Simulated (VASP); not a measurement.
# BN (Pnma) in VASP: notebook

The runs below take BN through single point, with LDA.

Program: VASP 6.6.1. These are calculated values, not measurements. Logs are shortened: lines on timing, memory, paths and dates and some standing lists are left out, and cuts for length are marked.

### Step 1. The undisturbed crystal

Symmetry: Pnma, No. 62, orthorhombic system. The conventional cell has a = 4.880 Å, b = 2.591 Å, c = 4.292 Å, α = 90.00°, β = 90.00°, γ = 90.00°. Around N (site symmetry m) lie 4 B at 1.51 to 1.65 Å. B (site symmetry m) has 4 N at 1.51 to 1.65 Å as nearest neighbours.

Measurements of this composition are mostly on another form, of space group No. 194.

### Step 2. Single point, LDA

Input file INCAR:

```
PREC = Accurate
ENCUT = 900
EDIFF = 1E-8
ISMEAR = 0
SIGMA = 0.05
LREAL = F
LASPH = T
NELM = 100
ALGO = Normal
ISIF = 2
LWAVE = F
LCHARG = F
GGA = CA
NBANDS = 26
ADDGRID = F
```

Input file KPOINTS:

```
Automatic mesh
0
Gamma
  6 11 7
```

Input file POSCAR:

```
BN
1.0
    4.8800890000      0.0000000000      0.0000000000
    0.0000000000      2.5914640000      0.0000000000
    0.0000000000      0.0000000000      4.2920490000
N B
4 4
Direct
    0.3126810000      0.7789050000      0.1007580000
    0.6862050000      0.2199960000      0.9104900000
    0.1885540000      0.2516410000      0.5901280000
    0.8143530000      0.7609560000      0.4059790000
    0.3484130000      0.2497860000      0.9057480000
    0.1724810000      0.7260260000      0.4021060000
    0.8489350000      0.2255820000      0.5905950000
    0.6397780000      0.7695720000      0.0911510000
```

Potentials or basis: VASP PAW LDA potentials, release 64 (N, B).

On the command line:

```
> cat potpaw_LDA.64/N/POTCAR potpaw_LDA.64/B/POTCAR > POTCAR
> mpirun -np 1 vasp_std > vasp.out
```

OUTCAR:

```text
PREC = Accurate
   ENCUT = 900
   EDIFF = 1E-8
   ISMEAR = 0
   LREAL = F
   LASPH = T
   NELM = 100
   ISIF = 2
   GGA = CA

 ion  position               nearest neighbor table
   1  0.313  0.779  0.101-   6 1.47   5 1.49   8 1.60   5 1.62
   2  0.686  0.220  0.910-   8 1.42   7 1.59   8 1.64   5 1.65
   3  0.189  0.252  0.590-   6 1.47   5 1.56   6 1.59   7 1.66
   4  0.814  0.761  0.406-   7 1.45   8 1.60   7 1.61   6 1.75
   5  0.348  0.250  0.906-   1 1.49   3 1.56   1 1.62   2 1.65   8 2.05   8 2.11
   6  0.172  0.726  0.402-   1 1.47   3 1.47   3 1.59   4 1.75
   7  0.849  0.226  0.591-   4 1.45   2 1.59   4 1.61   3 1.66
   8  0.640  0.770  0.091-   2 1.42   1 1.60   4 1.60   2 1.64   5 2.05   5 2.11

  LATTYP: Found a simple orthorhombic cell.
 ALAT       =     2.5914640000
 B/A-ratio  =     1.6562255929
 C/A-ratio  =     1.8831398005

  Lattice vectors:

 A1 = (   0.0000000000,   2.5914640000,   0.0000000000)
 A2 = (   0.0000000000,   0.0000000000,   4.2920490000)
 A3 = (   4.8800890000,   0.0000000000,   0.0000000000)

Analysis of symmetry for initial positions (statically):
=====================================================================
 Subroutine PRICEL returns:
 Original cell was already a primitive cell.

 Routine SETGRP: Setting up the symmetry group for a
 simple orthorhombic supercell.

 Subroutine GETGRP returns: Found  1 space group operations
 (whereof  1 operations were pure point group operations)
 out of a pool of  8 trial point group operations.

The static configuration has the point symmetry C_1 .

Analysis of symmetry for dynamics (positions and initial velocities):
=====================================================================
 Subroutine PRICEL returns:
 Original cell was already a primitive cell.

 Routine SETGRP: Setting up the symmetry group for a
 simple orthorhombic supercell.

 Subroutine GETGRP returns: Found  1 space group operations
 (whereof  1 operations were pure point group operations)
 out of a pool of  8 trial point group operations.

The dynamic configuration has the point symmetry C_1 .

 Subroutine INISYM returns: Found  1 space group operations
 (whereof  1 operations are pure point group operations),
 and found     1 'primitive' translations

----------------------------------------------------------------------------------------

                                     Primitive cell

  volume of cell :      54.2797

  direct lattice vectors                    reciprocal lattice vectors
     4.880089000  0.000000000  0.000000000     0.204914296  0.000000000  0.000000000
     0.000000000  2.591464000  0.000000000     0.000000000  0.385882266  0.000000000
     0.000000000  0.000000000  4.292049000     0.000000000  0.000000000  0.232988952

  length of vectors
     4.880089000  2.591464000  4.292049000     0.204914296  0.385882266  0.232988952

  position of ions in fractional coordinates (direct lattice)
     0.312681000  0.778905000  0.100758000
     0.686205000  0.219996000  0.910490000
     0.188554000  0.251641000  0.590128000
     0.814353000  0.760956000  0.405979000
     0.348413000  0.249786000  0.905748000
     0.172481000  0.726026000  0.402106000
     0.848935000  0.225582000  0.590595000
     0.639778000  0.769572000  0.091151000

  ion indices of the primitive-cell ions
   primitive index   ion index
                 1           1
                 2           2
                 3           3
                 4           4
                 5           5
                 6           6
                 7           7
                 8           8

----------------------------------------------------------------------------------------

 KPOINTS: Automatic mesh

Automatic generation of k-mesh.
 Grid dimensions read from file:
 generate k-points for:    6   11    7

 Generating k-lattice:

  Cartesian coordinates                     Fractional coordinates (reciprocal lattice)
     0.034152383  0.000000000  0.000000000     0.166666667  0.000000000  0.000000000
     0.000000000  0.035080206  0.000000000     0.000000000  0.090909091  0.000000000
     0.000000000  0.000000000  0.033284136     0.000000000  0.000000000  0.142857143

  Length of vectors
     0.034152383  0.035080206  0.033284136

  Shift w.r.t. Gamma in fractional coordinates (k-lattice)
     0.000000000  0.000000000  0.000000000

 Subroutine IBZKPT returns following result:
 ===========================================

 Found    232 irreducible k-points:

 Following reciprocal coordinates:
            Coordinates               Weight
  0.000000  0.000000  0.000000      1.000000
  0.166667  0.000000  0.000000      2.000000
  0.333333  0.000000  0.000000      2.000000
  0.500000  0.000000  0.000000      1.000000
  0.000000  0.090909  0.000000      2.000000
  0.166667  0.090909  0.000000      2.000000
[... 16 lines left out ...]
  0.000000  0.363636  0.000000      2.000000
  0.166667  0.363636  0.000000      2.000000
 [... further k-points ...]
   k-points           NKPTS =    232   k-points in BZ     NKDIM =    232   number of bands    NBANDS=     26
   number of dos      NEDOS =    301   number of ions     NIONS =      8
   total plane-waves  NPLWV =  56448
   dimension x,y,z NGX =    48 NGY =   28 NGZ =   42
   dimension x,y,z NGXF=    96 NGYF=   56 NGZF=   84
   ions per type =               4   4
   NGX,Y,Z   is equivalent  to a cutoff of  16.35, 17.96, 16.27 a.u.
   NGXF,Y,Z  is equivalent  to a cutoff of  32.70, 35.92, 32.54 a.u.
 SYSTEM =  unknown system
   PREC   = accura    normal or accurate (medium, high low for compatibility)
   ISTART =      0    job   : 0-new  1-cont  2-samecut
   ICHARG =      2    charge: 1-file 2-atom 10-const
   ISPIN  =      1    spin polarized calculation?
   LNONCOLLINEAR =      F non collinear calculations
   LSORBIT =      F    spin-orbit coupling
   LASPH  =      T    aspherical Exc in radial PAW
   ENCUT  =  900.0 eV  66.15 Ry    8.13 a.u.  11.94  6.34 10.50*2*pi/ulx,y,z
   NELM   =    100;   NELMIN=  2; NELMDL= -5     # of ELM steps
   EDIFF  = 0.1E-07   stopping-criterion for ELM
   LREAL  =      F    real-space projection
   EDIFFG = 0.1E-06   stopping-criterion for IOM
   NSW    =      0    number of steps for IOM
   IBRION =     -1    ionic relax: 0-MD 1-quasi-New 2-CG
   NFREE  =      0    steps in history (QN), initial steepest desc. (CG)
   ISIF   =      2    stress and relaxation
   ISYM   =      2    0-nonsym 1-usesym 2-fastsym
   POTIM  = 0.5000    time-step for ionic-motion
   TEBEG  =    0.0;   TEEND  =   0.0 temperature during run
   PSTRESS=    0.0 pullay stress
   NELECT =      32.0000    total number of electrons
   NUPDOWN=      -1.0000    fix difference up-down
   EMIN   =  10.00;   EMAX   =-10.00  energy-range for DOS
   EFERMI =   0.00;   METHOD = LEGACY
   ISMEAR =     0;   SIGMA  =   0.05  broadening in eV -4-tet -1-fermi 0-gaus
   EFERMI_NEDOS =   21; number of points for ismear=-14 and -15
   IALGO  =     38    algorithm
   IMIX   =      4    mixing-type and parameters
     AMIX     =   0.40;   BMIX     =  1.00
     AMIX_MAG =   1.60;   BMIX_MAG =  1.00
  volume/ion in A,a.u.               =       6.78        45.79
  Fermi-wavevector in a.u.,A,eV,Ry     =   1.372711  2.594047 25.637923  1.884334
  Thomas-Fermi vector in A             =   2.498293
   LORBIT       =      0    0 simple, 1 ext, 2 COOP (PROOUT), +10 PAW based schemes
   GGA     = CA    functional components
   LHFCALC =     F    Hartree Fock is set to
   AEXX    =    0.0000 exact exchange contribution
   IVDW    =     0    specifies the selected vdW correction
   LEPSILON=     F    determine dielectric tensor
   LRPA    =     F    only Hartree local field effects (RPA)
 non-spin polarized calculation
 Gauss-broadening in eV      SIGMA  =   0.05
  energy-cutoff  :      900.00
  volume of cell :       54.28
 maximum number of plane-waves:      3352
   NGX = 23   NGY = 13   NGZ = 21

 number of electron      32.0000000 magnetization

 Free energy of the ion-electron system (eV)
  ---------------------------------------------------
  ext. energy  EPLUGINS =         0.00000000
  ---------------------------------------------------
  free energy    TOTEN  =       -74.86540780 eV

  energy without entropy =      -74.86540780  energy(sigma->0) =      -74.86540780

 E-fermi :   6.0925     XC(G=0): -12.1738

 val. band max:        5.8016522507   @ k =   0.1667   0.0000   0.0000
 cond. band min:      10.9171650894   @ k =  -0.3333   0.0000   0.4286
 fundamental gap:      5.1155128388
 Fermi energy:         6.0924642968

 k-point     1 :       0.0000    0.0000    0.0000
  band No.  band energies     occupation
      1     -14.0529      2.00000
      2     -11.4321      2.00000
      3     -10.4052      2.00000
      4      -8.3419      2.00000
      5      -3.2215      2.00000
      6      -2.8659      2.00000
[... 18 lines left out ...]
     25      16.5879      0.00000
     26      17.6483      0.00000

 k-point     2 :       0.1667    0.0000    0.0000
  band No.  band energies     occupation
      1     -13.9601      2.00000
      2     -11.8178      2.00000
      3     -10.0574      2.00000
      4      -8.3945      2.00000
      5      -3.4628      2.00000
      6      -2.9640      2.00000
[... 18 lines left out ...]
     25      16.8447      0.00000
     26      17.0158      0.00000

 k-point     3 :       0.3333    0.0000    0.0000
  band No.  band energies     occupation
      1     -13.7037      2.00000
      2     -12.4267      2.00000
      3      -9.5357      2.00000
      4      -8.5608      2.00000
      5      -3.8051      2.00000
      6      -3.1678      2.00000
[... 572 lines left out ...]
 k-point    23 :       0.0000    0.3636    0.0000
  band No.  band energies     occupation
      1     -12.1496      2.00000
      2      -9.9942      2.00000
      3      -9.3710      2.00000
      4      -8.7467      2.00000
      5      -3.3896      2.00000
      6      -2.7118      2.00000
[... 18 lines left out ...]
     25      18.4347      0.00000
     26      18.7164      0.00000

 k-point    24 :       0.1667    0.3636    0.0000
  band No.  band energies     occupation
      1     -12.0678      2.00000
      2     -10.2788      2.00000
      3      -9.1919      2.00000
      4      -8.7363      2.00000
      5      -3.3476      2.00000
      6      -2.9242      2.00000
[... 18 lines left out ...]
     25      18.4969      0.00000
     26      19.1500      0.00000

 [... further k-points ...]

------------------------ aborting loop because EDIFF is reached ----------------------------------------

  FORCE on cell =-STRESS in cart. coord.  units (eV):
  Direction    XX          YY          ZZ          XY          YZ          ZX
  --------------------------------------------------------------------------------------
  -------------------------------------------------------------------------------------
  Total       -4.5983802     -0.8653597     -1.8504553      1.2954062     -1.9987540     -0.7160730
  in kB     -135.7306288    -25.5428678    -54.6199864     38.2365740    -58.9973275    -21.1363632
  external PRESSURE =     -71.9644943 kB  Pullay stress =       0.0000000 kB

 VOLUME and BASIS-vectors are now :
 -----------------------------------------------------------------------------
  energy-cutoff  :      900.00
  volume of cell :       54.28
      direct lattice vectors                 reciprocal lattice vectors
     4.880089000  0.000000000  0.000000000     0.204914296  0.000000000  0.000000000
     0.000000000  2.591464000  0.000000000     0.000000000  0.385882266  0.000000000
     0.000000000  0.000000000  4.292049000     0.000000000  0.000000000  0.232988952

 POSITION                                       TOTAL-FORCE (eV/Angst)
 -----------------------------------------------------------------------------------
      1.52591      2.01850      0.43246         0.670503     -2.350692     -0.609848
      3.34874      0.57011      3.90787        -0.401828      3.484260     -2.449923
      0.92016      0.65212      2.53286         0.520683     -1.315014      1.827190
      3.97412      1.97199      1.74248        -0.194792     -2.424017     -1.444894
      1.70029      0.64731      3.88751        -0.852607      1.277469     -1.244403
      0.84172      1.88147      1.72586        -1.382969      2.153237      0.015275
      4.14288      0.58459      2.53486        -0.671962      2.088287      1.299171
      3.12217      1.99432      0.39122         2.312972     -2.913529      2.607432
 -----------------------------------------------------------------------------------
    total drift:                                0.000081     -0.000012     -0.000009

  FREE ENERGIE OF THE ION-ELECTRON SYSTEM (eV)
  ---------------------------------------------------
  free  energy   TOTEN  =       -74.8654078011 eV

  energy  without entropy=      -74.8654078011  energy(sigma->0) =      -74.86540780
```

Wall time 7.5 min (1 thread of Intel Xeon Platinum 8259CL at 2.50GHz (Skylake/Cascade Lake), shared host); peak memory 0.59 GiB.

Results:

```
Free energy            : -74.8654 eV
Pressure               : -7.2 GPa
Largest force          : 4.543 eV/Å
Band gap on the k mesh : 5.12 eV, indirect (least direct gap 5.53 eV)
```

Forces on the atoms (eV/Å):
```
N    0.671 -2.351 -0.610
N   -0.402  3.484 -2.450
N    0.521 -1.315  1.827
N   -0.195 -2.424 -1.445
B   -0.853  1.277 -1.244
B   -1.383  2.153  0.015
B   -0.672  2.088  1.299
B    2.313 -2.914  2.607
```

Stress tensor (GPa, compression positive):
```
-13.57   3.82  -2.11
  3.82  -2.55  -5.90
 -2.11  -5.90  -5.46
```

Caveat: an odd mesh through Γ misses points on the zone boundary, where band edges often lie.

### Step 3. Single point, LDA

INCAR, as its differences from that of step 2:

```diff
@@ -1,4 +1,4 @@
 PREC = Accurate
-ENCUT = 900
-EDIFF = 1E-8
+ENCUT = 520
+EDIFF = 1E-7
 ISMEAR = 0
```

Input file KPOINTS:

```
Automatic mesh
0
Gamma
  5 9 6
```

POSCAR is that of step 2.

Potentials or basis: VASP PAW LDA potentials, release 64 (N, B).

On the command line:

```
> cat potpaw_LDA.64/N/POTCAR potpaw_LDA.64/B/POTCAR > POTCAR
> mpirun -np 1 vasp_std > vasp.out
```

Wall time 93 s (1 thread of Intel Xeon Platinum 8259CL at 2.50GHz (Skylake/Cascade Lake), shared host); peak memory 0.24 GiB.

These settings aren't checked as converged: the numbers below hold their error.

What came out:

- Free energy: -74.8355 eV
- Pressure: -7.2 GPa
- Largest force: 4.547 eV/Å
- Band gap on the k mesh: 5.11 eV, indirect (least direct gap 5.53 eV)

Caveat: an odd mesh through Γ misses points on the zone boundary, where band edges often lie.

### Step 4. Single point, LDA

INCAR is that of step 3.

Input file KPOINTS:

```
Automatic mesh
0
Gamma
  6 11 7
```

POSCAR is that of step 3.

On the command line:

```
> cat potpaw_LDA.64/N/POTCAR potpaw_LDA.64/B/POTCAR > POTCAR
> mpirun -np 1 vasp_std > vasp.out
```

It took 2.8 min on 1 thread of Intel Xeon Platinum 8259CL at 2.50GHz (Skylake/Cascade Lake), shared host; peak memory 0.32 GiB.

These settings aren't checked as converged: the numbers below hold their error.

Results:

* Free energy: -74.8355 eV
* Pressure: -7.2 GPa
* Largest force: 4.548 eV/Å
* Band gap on the k mesh: 5.11 eV, indirect (least direct gap 5.53 eV)

Caveat: an odd mesh through Γ misses points on the zone boundary, where band edges often lie.

### Step 5. The reference run

An earlier run on the cell as given: functional PBE; potentials or basis VASP PAW PBE potentials, release 64 (N, B); cutoff 520 eV; k mesh 6 × 10 × 6; occupations fermi-dirac, width 0.05 eV; no spin polarisation.

- Pressure: 0.0 GPa
- Largest force: 0.068 eV/Å
- Band gap on the k mesh: 5.67 eV, indirect (least direct gap 6.26 eV)
